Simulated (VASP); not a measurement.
**PtS2: band structure with PBE-EpsX**

The system is PtS2.

```
Pt S
1.0
     3.54320    0.00000    0.00000
    -1.77160    3.06850    0.00000
     0.00000    0.00000    5.03880
Pt S
1 2
Direct
  0.00000 0.00000 0.00000
  0.66667 0.33333 0.77300
  0.33333 0.66667 0.22700
```

```yaml
Program: VASP 6.6.1
Task: band structure
Functional: PBE-EpsX
Potentials_or_basis: VASP PAW PBE potentials, release 64 (Pt, S)
Cutoff: 520 eV
k_mesh: 5 × 5 × 3
Occupations: fermi-dirac, width 0.05 eV
Spin: no spin polarisation
Grid_for_exact_exchange_PRECFOCK: Normal
Exchange_at_q_=_0: default
Share_of_exact_exchange: 0.0654
Further_INCAR_settings: ALGO = Normal; EDIFF = 1e-07
```

* Pressure: 9.8 GPa
* Largest force: 1.137 eV/Å

Forces in eV/Å, atoms in the order of the input:
```
Pt   0.000  0.000  0.000
S    0.000  0.000 -1.137
S    0.000  0.000  1.137
```

Stress tensor (GPa, compression positive):
```
10.11  0.00  0.00
 0.00 10.11  0.00
 0.00  0.00  9.16
```

Levels at the corners of the path, in eV from the valence-band top:
| point | band 9 | band 10 | band 11 | band 12 | band 13 | band 14 |
| --- | --- | --- | --- | --- | --- | --- |
| Γ | -1.18 | -1.18 | -0.11 | 2.80 | 2.80 | 5.16 |
| M | -3.41 | -3.06 | -2.43 | 2.14 | 3.22 | 5.95 |
| M | -3.41 | -3.06 | -2.43 | 2.14 | 3.22 | 5.95 |
| K | -2.71 | -1.57 | -1.57 | 1.37 | 1.37 | 6.14 |
| K | -2.71 | -1.57 | -1.57 | 1.37 | 1.37 | 6.14 |
| Γ | -1.18 | -1.18 | -0.11 | 2.80 | 2.80 | 5.16 |
| Γ | -1.18 | -1.18 | -0.11 | 2.80 | 2.80 | 5.16 |
| A | -1.31 | -1.31 | -0.97 | 3.30 | 3.30 | 5.87 |
| A | -1.31 | -1.31 | -0.97 | 3.30 | 3.30 | 5.87 |
| L | -3.11 | -2.81 | -1.34 | 2.44 | 2.74 | 5.83 |
| L | -3.11 | -2.81 | -1.34 | 2.44 | 2.74 | 5.83 |
| H | -3.58 | -1.96 | -1.96 | 2.60 | 2.60 | 7.78 |
| H | -3.58 | -1.96 | -1.96 | 2.60 | 2.60 | 7.78 |
| A | -1.31 | -1.31 | -0.97 | 3.30 | 3.30 | 5.87 |
| L | -3.11 | -2.81 | -1.34 | 2.44 | 2.74 | 5.83 |
| M | -3.41 | -3.06 | -2.43 | 2.14 | 3.22 | 5.95 |
| K | -2.71 | -1.57 | -1.57 | 1.37 | 1.37 | 6.14 |
| H | -3.58 | -1.96 | -1.96 | 2.60 | 2.60 | 7.78 |

Wall time 57 min on 1 thread of Intel(R) Xeon(R) Platinum 8559C (Emerald Rapids), with other jobs on the host, peak memory 0.38 GiB.

Caveat: an unscreened hybrid on a path of extra k points without a Coulomb cutoff has errors near the mesh points, so the bands along the path aren't reliable; the PAW data sets were made with another functional, which shifts forces and pressure a little; spin-orbit coupling is left out, which moves the levels of the heavy elements.
